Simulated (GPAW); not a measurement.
# GaN (F-43m) in GPAW: a series of runs, part 4 of 4

GPAW 26.7.0.

## (6) Band structure, LDA

run.py

```python
from ase.dft.bandgap import bandgap
from ase.io import read, write
from ase.units import GPa
from gpaw import GPAW, PW, setup_paths

setup_paths.insert(0, '.')

atoms = read('POSCAR')

calc = GPAW(mode=PW(800),
            xc='LDA',
            kpts={'size': (10, 10, 10), 'gamma': True},
            occupations={'name': 'fermi-dirac', 'width': 0.05},
            nbands=11,
            convergence={'density': 1e-05, 'energy': 1e-05},
            maxiter=150,
            txt='gpaw.txt')
atoms.calc = calc
energy = atoms.get_potential_energy()
forces = atoms.get_forces()
stress = atoms.get_stress()
calc.write('gs.gpw')
write('result.traj', atoms)
print(f'Energy: {energy:.6f} eV')
print('Forces (eV/A):')
print(forces.round(4))
print('Stress (GPa):', (stress / GPa).round(3))
print('Fermi level:', round(calc.get_fermi_level(), 4), 'eV')
print(f'Gap: {bandgap(calc)[0]:.4f} eV, direct: {bandgap(calc, direct=True)[0]:.4f} eV')

path = atoms.cell.bandpath('GXWKGLUWLK,UX', npoints=60, eps=1e-4)
bs_calc = calc.fixed_density(kpts=path, symmetry='off', nbands=19,
                             convergence={'bands': 'CBM+6.0', 'eigenstates': 1e-6}, txt='bands.txt')
bs = bs_calc.band_structure()
bs.write('bs.json')
print(f'Gap on the path: {bandgap(bs_calc)[0]:.4f} eV')
```

POSCAR

```
GaN
1.0
    0.0000000000      2.2535006075      2.2535006075
    2.2535006075      0.0000000000      2.2535006075
    2.2535006075      2.2535006075      0.0000000000
Ga N
1 1
Direct
    0.0000000000      0.0000000000      0.0000000000
    0.2500000000      0.2500000000      0.2500000000
```

Potentials or basis: PAW data sets generated in the run's folder for this functional, pw.

Started as:

```console
$ gpaw-setup -f LDA Ga N
$ OMP_NUM_THREADS=1 python run.py
```

gpaw.txt:

```text
__  _  _
 | _ |_)|_||  |
 |__||  | ||/\| - 26.7.0

Input parameters:
  mode=PW(ecut=800.0),
  convergence={'density': 1e-05, 'energy': 1e-05},
  kpts=MonkhorstPack(size=(10, 10, 10), gamma=True),
  maxiter=150,
  nbands=11,
  occupations=Occupations(name='fermi-dirac', width=0.05),
  xc=XC(name='LDA')

Diagonalizing LCAO Hamiltonian
Converting LCAO to pw mode

           N
       Ga

Atoms  # Å, Bohr magnetons
|   | symbol |        x |        y |        z |    initial magnetic moments |
|---|--------|----------|----------|----------|-----------------------------|
| 0 |     Ga | 0.000000 | 0.000000 | 0.000000 | ( 0.0000,  0.0000,  0.0000) |
| 1 |      N | 1.126750 | 1.126750 | 1.126750 | ( 0.0000,  0.0000,  0.0000) |

Unit cell  # Å
| periodic |        x |        y |        z |  lengths |    angles |
|----------|----------|----------|----------|----------|-----------|
|      yes | 0.000000 | 2.253501 | 2.253501 | 3.186931 | 60.000000 |
|      yes | 2.253501 | 0.000000 | 2.253501 | 3.186931 | 60.000000 |
|      yes | 2.253501 | 2.253501 | 0.000000 | 3.186931 | 60.000000 |

Number of symmetries: 24
Symmetry operations  # r_c * U_cc + t_c -> r_c
|    | kind |            matrix            |
|----|------|------------------------------|
|  0 |  E   |  1, 0, 0,  0, 1, 0,  0, 0, 1 |
|  1 |  σ   |  1, 0, 0,  0, 0, 1,  0, 1, 0 |
|  2 |  σ   |  1, 0,-1,  0, 1,-1,  0, 0,-1 |
|  3 |  C3  |  1, 0,-1,  0, 0,-1,  0, 1,-1 |
|  4 |  C3  |  1,-1, 0,  0,-1, 1,  0,-1, 0 |
|  5 |  σ   |  1,-1, 0,  0,-1, 0,  0,-1, 1 |
|  6 |  σ   |  0, 1, 0,  1, 0, 0,  0, 0, 1 |
|  7 |  C3  |  0, 1, 0,  0, 0, 1,  1, 0, 0 |
|  8 |  C2  |  0, 1,-1,  1, 0,-1,  0, 0,-1 |
|  9 |  S4  |  0, 1,-1,  0, 0,-1,  1, 0,-1 |
| 10 |  C3  |  0, 0, 1,  1, 0, 0,  0, 1, 0 |
| 11 |  σ   |  0, 0, 1,  0, 1, 0,  1, 0, 0 |
| 12 |  S4  |  0, 0,-1,  1, 0,-1,  0, 1,-1 |
| 13 |  C3  |  0, 0,-1,  0, 1,-1,  1, 0,-1 |
| 14 |  S4  |  0,-1, 1,  1,-1, 0,  0,-1, 0 |
| 15 |  C2  |  0,-1, 1,  0,-1, 0,  1,-1, 0 |
| 16 |  C3  |  0,-1, 0,  1,-1, 0,  0,-1, 1 |
| 17 |  S4  |  0,-1, 0,  0,-1, 1,  1,-1, 0 |
| 18 |  S4  | -1, 1, 0, -1, 0, 1, -1, 0, 0 |
| 19 |  C3  | -1, 1, 0, -1, 0, 0, -1, 0, 1 |
| 20 |  C3  | -1, 0, 1, -1, 1, 0, -1, 0, 0 |
| 21 |  S4  | -1, 0, 1, -1, 0, 0, -1, 1, 0 |
| 22 |  σ   | -1, 0, 0, -1, 1, 0, -1, 0, 1 |
| 23 |  C2  | -1, 0, 0, -1, 0, 1, -1, 1, 0 |

BZ-sampling:
  Number of BZ points: 1000
  Number of IBZ points: 47

  Monkhorst-Pack size: [10, 10, 10]
  Monkhorst-Pack shift: [0.05, 0.05, 0.05]

K-points  # in reciprocal-cell coordinates
|     |                                coordinates |     weight |
|-----|--------------------------------------------|------------|
|   0 | (  0.00000000,   0.00000000,   0.00000000) | 0.00100000 |
|   1 | (  0.10000000,   0.10000000,   0.00000000) | 0.00600000 |
|   2 | (  0.10000000,   0.10000000,   0.10000000) | 0.00800000 |
|   3 | (  0.20000000,   0.10000000,   0.10000000) | 0.01200000 |
|   4 | (  0.20000000,   0.20000000,   0.00000000) | 0.00600000 |
|   5 | (  0.20000000,   0.20000000,   0.10000000) | 0.02400000 |
|   6 | (  0.20000000,   0.20000000,   0.20000000) | 0.00800000 |
|   7 | (  0.30000000,   0.20000000,   0.10000000) | 0.02400000 |
|   8 | (  0.30000000,   0.20000000,   0.20000000) | 0.02400000 |
|   9 | (  0.30000000,   0.30000000,   0.00000000) | 0.00600000 |
| ... |                                            |            |
|  46 | (  0.50000000,   0.50000000,   0.50000000) | 0.00400000 |

Plane wave coefficients: 1243
Cutoff: 800.0 eV

Spin-components: 1 (collinear spins)
Bands:           11
Projectors:      10
Spin-degeneracy: 2
Datatype:        complex128

Density:
  Valence electrons: 8.0
  Components: 1
  Grid points: [21 21 21]
  Charge: 0.0  # |e|

Potential:
  Grid points: [21 21 21]

species:
  Ga:
    name:    Gallium
    Z:       31.0
    valence: 3
    core:    28
    charge:  0.0  # [|e|]
    compensation charges:
      type: gauss
      rc: 0.37  # [Å]
      lmax: 2
    cutoffs:
      filter: 2.06  # [Å]
      core: 4.17  # [Å]
    projectors
    | kind |    occ | energy [eV] | rcut [Å] |
    |------|--------|-------------|----------|
    |   4s |  2.000 |      -9.167 |    1.164 |
    |   4p |  1.000 |      -2.734 |    1.164 |
    |    s |        |      18.045 |    1.164 |
    |    p |        |      24.478 |    1.164 |
    |    d |        |       0.000 |    1.164 |

    Using partial waves for Ga as LCAO basis

  N:
    name:    Nitrogen
    Z:       7.0
    valence: 5
    core:    2
    charge:  0.0  # [|e|]
    compensation charges:
      type: gauss
      rc: 0.18  # [Å]
      lmax: 2
    cutoffs:
      filter: 1.11  # [Å]
      core: 0.96  # [Å]
    projectors
    | kind |    occ | energy [eV] | rcut [Å] |
    |------|--------|-------------|----------|
    |   2s |  2.000 |     -18.420 |    0.603 |
    |   2p |  3.000 |      -7.237 |    0.529 |
    |    s |        |       8.791 |    0.603 |
    |    p |        |      19.974 |    0.529 |
    |    d |        |       0.000 |    0.577 |

    Using partial waves for N as LCAO basis

Reference energy: -54278.930540  # eV

eigensolver:
  PPCG
  Converge bands: occupied
  niter=2

density mixing:
  MSR1-Mixer
  Pratt-step length: 0.05
  Maximum mixing coefficient: 0.75
  Old densities: 10
  SVD Regularization: 0.005
  Good broyden scale: 1.0
  Trust region scale: 1.0
  Backstep threshold: 4.0
  History deletion threshold: 6.0
  Fourier metric: weight=20.0, sigma=0.015

occupation numbers:
  Fermi-Dirac:
    width: 0.0500  # eV

poisson solver:
  ecut: 6400.0  # eV

xc functional:
  name: None

convergence criteria:
- Maximum integral of absolute [dens]ity change: 1e-05 electrons / valence electron
- Maximum [total energy] change in last 3 cyles: 1e-05 eV / valence electron
- Maximum integral of absolute [eigenst]ate change: 4e-08 eV^2 / valence electron
maximum number of iterations: 150

SCF iterations
|iter     | |      energy | eigst |  dens |
|---------|-|-------------|-------|-------|
|iter:   1| |  -15.664756 | -0.18 |       |
|iter:   2| |  -15.186571 | -2.05 | -0.57 |
|iter:   3| |  -13.898687 | -0.75 | -0.63 |
|iter:   4| |  -13.884886 | -3.11 | -1.30 |
|iter:   5| |  -13.880368 | -3.47 | -1.58 |
|iter:   6| |  -13.880363 | -5.85 | -2.83 |
|iter:   7| |  -13.880365c| -6.51 | -3.20 |
|iter:   8| |  -13.880365c| -7.80c| -4.39 |
|iter:   9| |  -13.880365c| -8.71c| -5.13c|

Converged in 9 steps
Energy contributions relative to reference atoms: (reference = -54278.930540)

Energy contributions:
  Kinetic:          33.467437
  Coulomb:         -29.686332
  Zero:              0.148263
  External:          0.000000
  Xc:              -17.809734
  Entropy:          -0.000000
  Spinorbit:         0.000000
  ----------------------------
  Free energy:     -13.880365
  Extrapolated:    -13.880365

dipole moment: (-12.666393, -12.666393, -12.666393)  # |e|*Ang

Fermi level: 6.976
Eigenvalues  # (at kpt = [0.000, 0.000, 0.000])
| band index |      eig [eV] | occ [0-2] |
|------------|---------------|-----------|
|          0 |        -9.709 |     2.000 |
|          1 |         6.020 |     2.000 |
|          2 |         6.020 |     2.000 |
|          3 |         6.020 |     2.000 |
|          4 |         7.900 |     0.000 |
|          5 |        16.245 |     0.000 |
|          6 |        16.245 |     0.000 |
|          7 |        16.245 |     0.000 |
|          8 |        23.422 |     0.000 |
|          9 |        24.380 |     0.000 |
|         10 |        24.404 |     0.000 |

Gap: 1.880 eV
Transition (v -> c):
  (s=0, k=0, n=3, [0.00, 0.00, 0.00]) -> (s=0, k=0, n=4, [0.00, 0.00, 0.00])
No difference between direct/indirect transitions

Forces  # eV/Ang
|       x |        y |       z |
|---------|----------|---------|
| 0.00000 | -0.00000 | 0.00000 |  # Ga   0
| 0.00000 | -0.00000 | 0.00000 |  # N    1

Stress tensor  # eV/Ang^3
|         x |         y |         z |
|-----------|-----------|-----------|
| -0.005206 |  0.000000 |  0.000000 |
|  0.000000 | -0.005206 | -0.000000 |
|  0.000000 | -0.000000 | -0.005206 |

# Writing to gs.gpw (mode='')
```

Run time: 20 s. Hardware: 1 thread of Arm Neoverse V2, shared host; peak memory 0.2 GiB.

What came out:

* Free energy: -13.8804 eV
* Pressure: 0.8 GPa
* Band gap on the k mesh: 1.88 eV, direct
* Band gap along the path: 1.88 eV, direct

Levels at the corners of the path, in eV from the valence-band top:
```csv
point,band 1,band 2,band 3,band 4,band 5,band 6
Γ,-15.73,0.00,0.00,0.00,1.88,10.22
X,-12.60,-6.26,-2.68,-2.68,3.31,6.59
W,-12.49,-5.71,-3.80,-3.62,6.22,8.38
K,-12.60,-5.91,-4.31,-2.16,4.97,7.85
Γ,-15.73,0.00,0.00,0.00,1.88,10.22
L,-13.37,-7.06,-0.96,-0.96,4.66,8.72
U,-12.60,-5.91,-4.31,-2.16,4.97,7.85
W,-12.49,-5.71,-3.80,-3.62,6.22,8.38
L,-13.37,-7.06,-0.96,-0.96,4.66,8.72
K,-12.60,-5.91,-4.31,-2.16,4.97,7.85
U,-12.60,-5.91,-4.31,-2.16,4.97,7.85
X,-12.60,-6.26,-2.68,-2.68,3.31,6.59
```

## (7) Summary

| task | level | potentials or basis | spin | k mesh | cutoff (eV) | smearing | maxiter | exx fractions | exx fraction | band path | band points | mesh quality | gap on the mesh (eV) | pressure (GPa) |
| --- | --- | --- | --- | --- | --- | --- | --- | --- | --- | --- | --- | --- | --- | --- |
| one-shot levels on a semilocal density | r2SCAN | GPAW PAW data sets (gpaw-data 1.2.1), pw | off | 7 × 7 × 7 | 650 | fermi-dirac 0.001 eV | 150 | r2SCAN0 0.25, r2SCANh 0.1, r2SCAN50 0.5 | - | - | - | not flagged | 2.28 | - |
| hybrid scf | SCAN0 | GPAW PAW data sets (gpaw-data 1.2.1), pw | off | 5 × 5 × 5 | 650 | fermi-dirac 0.001 eV | 40 | - | 0.25 | - | - | coarse | 4.04 | - |
| equation of state | revPBE | the program's PAW data sets (release 1.2.1) made for this functional, pw | off | 10 × 10 × 10 | 800 | fermi-dirac 0.05 eV | 150 | - | - | - | - | not flagged | - | - |
| band structure | WC | PAW data sets generated in the run's folder for this functional, pw | SOC, no magnetisation | 10 × 10 × 10 | 800 | fermi-dirac 0.05 eV | 150 | - | - | GXWKGLUWLK,UX | 100 | not flagged | 1.77 | 6.5 |
| band structure | LDA | PAW data sets generated in the run's folder for this functional, pw | off | 10 × 10 × 10 | 800 | fermi-dirac 0.05 eV | 150 | - | - | GXWKGLUWLK,UX | 60 | not flagged | 1.88 | 0.8 |

Alike in all rows: cell as given.

Caveats: some runs use coarse meshes; the PAW data sets were made with another functional, which shifts forces and pressure a little (some runs); energy and the plain gap are those of the semilocal run (some runs); the hybrids' values are one shot on its orbitals and mesh (some runs); the scaled meta-GGA exchange is a class typed in the script (some runs); spin-orbit coupling was added after a scalar SCF, so levels and gaps hold it while energy, forces, pressure and moments don't (some runs).

Total energies depend on the potentials used, so only differences within one code and one set of settings carry meaning.

## (8) Against experiment

Step 2. Measured gap of GaN: 3.299 eV (direct; 0 K; a printed reference work, textbook). This calculation gives 2.28 eV (-1.02 eV). Spin-orbit coupling on Ga is left out. The value is that of r2SCAN, without temperature or zero-point motion. The cell is a database's relaxed one, not the measured one, which moves gaps too.

Step 5. A measured gap of GaN is 3.299 eV (direct; 0 K; a printed reference work, textbook); the calculated 1.77 eV misses it by -1.53 eV. The value is that of WC, without temperature or zero-point motion. Semilocal functionals fall short of measured gaps as a rule. The cell is a database's relaxed one, not the measured one, which moves gaps too.

Step 6. Against the measured gap of GaN, 3.299 eV (direct; 0 K; a printed reference work, textbook), the calculated 1.88 eV is off by -1.42 eV. Spin-orbit coupling on Ga is left out. The value is that of LDA, without temperature or zero-point motion. Semilocal functionals fall short of measured gaps as a rule. The cell is a database's relaxed one, not the measured one, which moves gaps too.
